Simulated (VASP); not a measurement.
Here is a VASP 6.6.1 calculation.

INCAR

```
SYSTEM = Hf
  ALGO = Normal
  DIPOL = 0.5 0.5 0.500
  EDIFF = 1E-7
  ENCUT = 520
  GGA = PE
  IDIPOL = 3
  ISIF = 2
  ISMEAR = -1
  LASPH = .True.
  LCHARG = .True.
  LDIPOL = .True.
  LELF = .True.
  LREAL = .False.
  LVACPOTAV = .True.
  LVHAR = .True.
  LWAVE = .False.
  NBANDS = 33
  NELM = 100
  PREC = Accurate
  SIGMA = 0.05
```

Contents of KPOINTS:

```
k-points
0
Gamma
  9 9 1
  0 0 0
```

File POSCAR:

```
Hf
1.0
    3.1263517077      0.0000000000      0.0000000000
   -1.0421172359      2.9475526571      0.0000000000
    0.0000000000      0.0000000000     25.2106219203
Hf
5
Direct
    0.5000000000      0.5000000000      0.2974936526
    0.0000000000      0.0000000000      0.3987468263
    0.5000000000      0.5000000000      0.5000000000
    0.0000000000      0.0000000000      0.6012531737
    0.5000000000      0.5000000000      0.7025063474
```

Potentials or basis: VASP PAW PBE potentials, release 64 (Hf_pv).

Launch:

```console
$ cat potpaw_PBE.64/Hf_pv/POTCAR > POTCAR
$ mpirun -np 1 vasp_std > vasp.out
```

Q: Predict the largest force.

A: 0.709 eV/Å.

Q: What does it give for the work function of the lower face?

A: 4.20 eV.

Q: Estimate the work function of the upper face.

A: 4.20 eV.

Forces in eV/Å, atoms in the order of the input:
```
Hf   0.000  0.000  0.709
Hf   0.000  0.000 -0.458
Hf   0.000  0.000  0.000
Hf   0.000  0.000  0.458
Hf   0.000  0.000 -0.709
```

The run has no spin-orbit coupling, so splittings on Hf are missing.
